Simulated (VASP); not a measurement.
# BaF2 (Frankdicksonite) (Fm-3m) in VASP: further runs, part 2 of 2

VASP 6.6.1.

### 4 Relaxation of the atoms, PBE+D3(BJ) (a relaxed cell with its volume scaled by 1.04)

INCAR reads:

```
SYSTEM = BaF2
ALGO = Normal ; EDIFF = 1E-7
EDIFFG = -0.01 ; ENCUT = 600
GGA = PE ; IBRION = 2
ISIF = 2 ; ISMEAR = 0
IVDW = 12 ; LASPH = .True.
LCHARG = .False. ; LREAL = .False.
LWAVE = .False. ; NELM = 80
NSW = 40 ; PREC = Accurate
SIGMA = 0.03
```

KPOINTS reads:

```
k-points
0
Gamma
  8 8 8
  0 0 0
```

POSCAR reads:

```
BaF2                                    
1.0
    0.0000000000      3.1616409338      3.1616409338
    3.1616409338     -0.0000000000      3.1616409338
    3.1616409338      3.1616409338      0.0000000000
  Ba              F             
     1     2
Direct
     1.0000000000000000    0.0000000000000000    1.0000000000000000
     0.2500000000000000    0.2500000000000000    0.2500000000000000
     0.7500000000000000    0.7500000000000000    0.7500000000000000
```

Potentials or basis: VASP PAW PBE potentials, release 64 (Ba_sv, F).

The run is started by

```sh
cat potpaw_PBE.64/Ba_sv/POTCAR potpaw_PBE.64/F/POTCAR > POTCAR
mpirun -np 1 vasp_std > vasp.out
```

OUTCAR:

```text
SYSTEM = BaF2
   EDIFF = 1E-7
   EDIFFG = -0.01
   ENCUT = 600
   GGA = PE
   IBRION = 2
   ISIF = 2
   ISMEAR = 0
   IVDW = 12
   LASPH = .True.
   LREAL = .False.
   NELM = 80
   NSW = 40
   PREC = Accurate
 IVDW          = 12

 ion  position               nearest neighbor table
   1  0.000  0.000  0.000-   3 2.74   3 2.74   3 2.74   2 2.74   3 2.74   2 2.74   2 2.74   2 2.74

   2  0.250  0.250  0.250-   1 2.74   1 2.74   1 2.74   1 2.74
   3  0.750  0.750  0.750-   1 2.74   1 2.74   1 2.74   1 2.74

  LATTYP: Found a face centered cubic cell.
 ALAT       =     6.3232818676

  Lattice vectors:

 A1 = (   0.0000000000,   3.1616409338,   3.1616409338)
 A2 = (   3.1616409338,   0.0000000000,   3.1616409338)
 A3 = (   3.1616409338,   3.1616409338,   0.0000000000)

Analysis of symmetry for initial positions (statically):
=====================================================================
 Subroutine PRICEL returns:
 Original cell was already a primitive cell.

 Routine SETGRP: Setting up the symmetry group for a
 face centered cubic supercell.

 Subroutine GETGRP returns: Found 48 space group operations
 (whereof 48 operations were pure point group operations)
 out of a pool of 48 trial point group operations.

[... 172 lines left out ...]

 k-point     1 :       0.0000    0.0000    0.0000
  band No.  band energies     occupation
      1     -25.5721      2.00000
      2     -21.1610      2.00000
      3     -21.1461      2.00000
      4     -10.4800      2.00000
      5     -10.4800      2.00000
      6     -10.4800      2.00000
[... 433 lines left out ...]
      3     -21.2791      2.00000
      4     -10.7038      2.00000
      5     -10.5916      2.00000
      6     -10.5889      2.00000
[... 8 lines left out ...]
     15       6.9155      0.00000
     16       7.6026      0.00000

 [... further k-points ...]

------------------------ aborting loop because EDIFF is reached ----------------------------------------

 Edisp (eV)   -0.37807

 E8    (eV) :    -0.1821

  FORCE on cell =-STRESS in cart. coord.  units (eV):
  Direction    XX          YY          ZZ          XY          YZ          ZX
  --------------------------------------------------------------------------------------
  -------------------------------------------------------------------------------------
  Total      -0.79805    -0.79805    -0.79805    -0.00000    -0.00000     0.00000
  in kB     -20.22886   -20.22886   -20.22886    -0.00000    -0.00000     0.00000
  external pressure =      -20.23 kB  Pullay stress =        0.00 kB

 VOLUME and BASIS-vectors are now :
 -----------------------------------------------------------------------------
  energy-cutoff  :      600.00
  volume of cell :       63.21
      direct lattice vectors                 reciprocal lattice vectors
     0.000000000  3.161640934  3.161640934    -0.158145726  0.158145726  0.158145726
     3.161640934  0.000000000  3.161640934     0.158145726 -0.158145726  0.158145726
     3.161640934  3.161640934  0.000000000     0.158145726  0.158145726 -0.158145726

 POSITION                                       TOTAL-FORCE (eV/Angst)
 -----------------------------------------------------------------------------------
      0.00000      0.00000      0.00000        -0.000000     -0.000000     -0.000000
      1.58082      1.58082      1.58082         0.000000      0.000000      0.000000
      4.74246      4.74246      4.74246        -0.000000     -0.000000     -0.000000
 -----------------------------------------------------------------------------------
    total drift:                                0.000000      0.000000      0.000000

  FREE ENERGIE OF THE ION-ELECTRON SYSTEM (eV)
  ---------------------------------------------------
  free  energy   TOTEN  =       -17.5087069861 eV

  energy  without entropy=      -17.5087069861  energy(sigma->0) =      -17.50870699

 reached required accuracy - stopping structural energy minimisation
```

OSZICAR:

```text
N       E                     dE             d eps       ncg     rms          rms(c)
DAV:   1     0.172788679748E+03    0.17279E+03   -0.14336E+04   928   0.157E+03
DAV:   2    -0.110290420281E+02   -0.18382E+03   -0.17863E+03  1168   0.301E+02
DAV:   3    -0.187863487763E+02   -0.77573E+01   -0.77477E+01  1248   0.731E+01
DAV:   4    -0.189258880162E+02   -0.13954E+00   -0.13952E+00  1264   0.805E+00
DAV:   5    -0.189307424603E+02   -0.48544E-02   -0.48544E-02  1232   0.104E+00    0.835E+00
DAV:   6    -0.171103390636E+02    0.18204E+01   -0.10277E+01   928   0.244E+01    0.405E+00
DAV:   7    -0.171011684965E+02    0.91706E-02   -0.35968E-01  1208   0.557E+00    0.202E+00
DAV:   8    -0.171187343359E+02   -0.17566E-01   -0.61204E-02  1072   0.307E+00    0.271E-01
DAV:   9    -0.171278847175E+02   -0.91504E-02   -0.14305E-02  1224   0.879E-01    0.149E-01
DAV:  10    -0.171306301988E+02   -0.27455E-02   -0.40736E-03   968   0.469E-01    0.445E-02
DAV:  11    -0.171306148815E+02    0.15317E-04   -0.44109E-04  1232   0.164E-01    0.196E-02
DAV:  12    -0.171306356896E+02   -0.20808E-04   -0.72771E-05   928   0.653E-02    0.254E-03
DAV:  13    -0.171306361384E+02   -0.44874E-06   -0.14676E-06  1304   0.963E-03    0.166E-03
DAV:  14    -0.171306367183E+02   -0.57993E-06   -0.23129E-07   864   0.421E-03    0.374E-04
DAV:  15    -0.171306366945E+02    0.23768E-07   -0.95269E-09  1024   0.889E-04
   1 F= -.17508707E+02 E0= -.17508707E+02  d E =-.175087E+02
```

CONTCAR:

```text
BaF2
   1.00000000000000
     0.0000000000000000    3.1616409338000002    3.1616409338000002
     3.1616409338000002    0.0000000000000000    3.1616409338000002
     3.1616409338000002    3.1616409338000002    0.0000000000000000
  Ba              F
     1     2
Direct
     0.0000000000000000    0.0000000000000000    0.0000000000000000
     0.2500000000000000    0.2500000000000000    0.2500000000000000
     0.7500000000000000    0.7500000000000000    0.7500000000000000

  0.00000000E+00  0.00000000E+00  0.00000000E+00
  0.00000000E+00  0.00000000E+00  0.00000000E+00
  0.00000000E+00  0.00000000E+00  0.00000000E+00
```

Run time: 36 s. Hardware: 1 thread of Intel Xeon Platinum 8488C (Sapphire Rapids), shared host; peak memory 0.22 GiB.

Results:

```
Free energy                : -17.5087 eV
Pressure after relaxing    : -2.0 GPa
Band gap on the k mesh     : 6.51 eV, indirect (least direct gap 6.56 eV)
Dispersion energy per atom : -0.126 eV
```

Final structure:
```yaml
crystal:
  lattice:
    - [0.00000, 3.16164, 3.16164]
    - [3.16164, 0.00000, 3.16164]
    - [3.16164, 3.16164, 0.00000]
  atoms:
    - { symbol: Ba, position: [0.00000, 0.00000, 0.00000] }
    - { symbol: F, position: [0.25000, 0.25000, 0.25000] }
    - { symbol: F, position: [0.75000, 0.75000, 0.75000] }
```

Caveat: the relaxation stopped at its first step, so nothing moved; spin-orbit coupling is left out, which moves the levels of the heavy elements. A k mesh can miss the band edges.

### 5 Summary

```tsv
cell	gap on the mesh (eV)	pressure (GPa)
atoms relaxed	6.68	0.0
atoms relaxed from: a relaxed cell with its volume scaled by 1.02	6.59	-1.1
atoms relaxed from: a relaxed cell with its volume scaled by 1.04	6.51	-2.0
```

Alike in all rows: task relaxation of the atoms; level PBE+D3(BJ); potentials or basis VASP PAW PBE potentials, release 64 (Ba_sv, F); no spin polarisation; k mesh 8 × 8 × 8; cutoff (eV) 600; smearing gaussian 0.03 eV.

Caveats: the relaxation stopped at its first step, so nothing moved; spin-orbit coupling is left out, which moves the levels of the heavy elements.

Total energies depend on the potentials used, so only differences within one code and one set of settings carry meaning.
